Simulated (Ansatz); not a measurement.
# SrO: response to strain

SrO is deformed so: equal xy, yz and zx engineering shear strains of -2 %. What stress and forces result, by LAPW, PAW and all-electron datasets made for the crystal?

Program: Ansatz 0.2.0. Level of theory: DFT PBEsol, scalar-relativistic. These are calculated values, not measurements.

## 1. Starting point

Symmetry: Fm-3m, No. 225, cubic system. The conventional cell has a = 5.140 Å, b = 5.140 Å, c = 5.140 Å, α = 90.00°, β = 90.00°, γ = 90.00°. Around Sr (site symmetry m-3m) lie 6 O at 2.57 Å. O (site symmetry m-3m) is surrounded by 6 Sr at 2.57 Å.

As a file:

```
CELL_PARAMETERS angstrom
0.00000 2.56980 2.56980
2.56980 0.00000 2.56980
2.56980 2.56980 0.00000
ATOMIC_POSITIONS crystal
Sr 0.00000 0.00000 0.00000
O 0.50000 0.50000 0.50000
```

Atoms are numbered in the order of the input: Sr1, O2.

## 2. The deformed structure

Space group Fm-3m before, R-3m after.

## 3. Full-potential LAPW

File input.yaml:

```yaml
crystal:
  lattice:
    - [-0.051396, 2.544102, 2.544102]
    - [2.544102, -0.051396, 2.544102]
    - [2.544102, 2.544102, -0.051396]
  atoms:
    - { symbol: Sr, position: [0.0, 0.0, 0.0] }
    - { symbol: O, position: [0.5, 0.5, 0.5] }
kpoints:
  mp_grid: { grid: [8, 8, 8] }
  band_path:
    path:
      - [0.0, 0.0, 0.0]
      - [0.5, 0.5, 0.5]
      - [0.2551801333, 0.5, 0.7448198667]
      - [-0.2551801333, 0.2551801333, 0.5]
      - [0.0, 0.0, 0.5]
      - [0.0, 0.0, 0.0]
      - [-0.3775900666, 0.0, 0.3775900666]
      - [0.0, 0.3775900666, 0.6224099334]
      - [0.0, 0.5, 0.5]
    npoints: 5
scf:
  occupations: { method: fermi_dirac, width: 0.03 }
hamiltonian:
  xc: pbesol
  pseudopotentials: { kind: all_electron, lapw: { basis_error: 0.0005 } }
output:
  forces: true
  stress: true
  eigenvalues: true
```

Command:

```console
> ansatz run input.yaml --threads 1 --pin off --max-ram 3072MiB --backend cpu --events-out ev --progress --plain --runs-dir out
```

## 4. Frozen-core PAW

File input.yaml:

```yaml
crystal:
  lattice:
    - [-0.051396, 2.544102, 2.544102]
    - [2.544102, -0.051396, 2.544102]
    - [2.544102, 2.544102, -0.051396]
  atoms:
    - { symbol: Sr, position: [0.0, 0.0, 0.0] }
    - { symbol: O, position: [0.5, 0.5, 0.5] }
kpoints:
  mp_grid: { grid: [8, 8, 8] }
scf:
  occupations: { method: fermi_dirac, width: 0.03 }
hamiltonian:
  xc: pbesol
  pseudopotentials: { kind: paw }
output:
  forces: true
  stress: true
  eigenvalues: true
  efg: { contact_densities: true }
```

## 5. All-electron PAW on datasets made for the crystal

Edit input.yaml of step 4 so:

```diff
@@ -14,3 +14,3 @@
   xc: pbesol
-  pseudopotentials: { kind: paw }
+  pseudopotentials: { kind: all_electron, datasets: crystal }
 output:
```

(Steps that only read results are left out.)

Before running it: what results should come out? Wanted: pressure; largest shear or deviatoric stress.

The runs gave:

```
                                 quantity                                              value
                                 pressure  LAPW -0.93, PAW -0.94, crystal datasets -0.93 GPa
largest shear or deviatoric stress (LAPW)                                           1.04 GPa
```

In words: The largest part of the stress beyond the pressure is 1.04 GPa in size; the atoms are carried along and not relaxed. No run of the undeformed cell stands beside it, so the pressure holds what the given cell had before the change. PAW: stress within 0.01 GPa of LAPW. Crystal datasets: stress within 0.01 GPa of LAPW.
